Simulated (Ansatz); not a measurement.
# MgS: phonons with PBEsol

MgS:

```
S Mg
1.0
     4.03462    0.00000    0.00000
    -2.01731    3.49409    0.00000
     0.00000    0.00000    6.43229
S Mg
2 2
Direct
  0.66667 0.33333 0.87924
  0.33333 0.66667 0.37924
  0.33333 0.66667 0.99575
  0.66667 0.33333 0.49575
```

The cell comes from a database or a generator and needn't be the stable form of this composition.

```yaml
Program: Ansatz 0.2.0
Task: phonons
Functional: PBEsol
Potentials_or_basis: all-electron LAPW, scalar-relativistic
Cutoff: 205 eV (chosen from the basis error)
Basis_error_allowed: 0.002 eV/atom
k_mesh: 8 × 8 × 4
Occupations: fermi-dirac, width 0.05 eV
Spin: no spin polarisation
```

The largest force is 0.045 eV/Å, the band gap on the k mesh is 3.27 eV, direct and the highest phonon frequency at Γ, LO-TO splitting left out is 337 cm⁻¹.

Forces on the atoms (eV/Å):
```
S    0.000  0.000 -0.045
S    0.000  0.000 -0.045
Mg   0.000  0.000  0.045
Mg   0.000  0.000  0.045
```

Levels at points of the mesh, in eV from the valence-band top:
| k point | band 20 | band 21 | band 22 | band 23 | band 24 | band 25 | band 26 | band 27 | band 28 | band 29 |
| --- | --- | --- | --- | --- | --- | --- | --- | --- | --- | --- |
| (0.00, 0.00, 0.00) | -0.59 | -0.59 | -0.16 | -0.16 | 0.00 | 3.27 | 4.55 | 7.36 | 7.36 | 8.10 |
| (0.00, 0.00, -0.50) | -1.95 | -0.38 | -0.38 | -0.38 | -0.38 | 4.77 | 4.77 | 7.47 | 7.47 | 7.50 |
| (0.00, -0.50, 0.00) | -2.48 | -1.91 | -1.26 | -0.95 | -0.48 | 4.58 | 5.05 | 5.67 | 7.36 | 8.14 |
| (0.00, -0.50, -0.50) | -3.16 | -0.91 | -0.91 | -0.82 | -0.82 | 4.49 | 4.49 | 6.17 | 6.17 | 9.09 |

Phonon frequencies in cm⁻¹ (negative: imaginary):
```csv
q point,frequencies
"(0.000, 0.000, 0.000)",0 0 0 87 87 259 306 316 332 332 337 337
```

Run time: 93 s on 2 threads of Arm Neoverse V2 (shared host), peak memory 0.43 GiB.

Expect the measured gap to be larger: semilocal functionals such as PBEsol lack the derivative discontinuity.
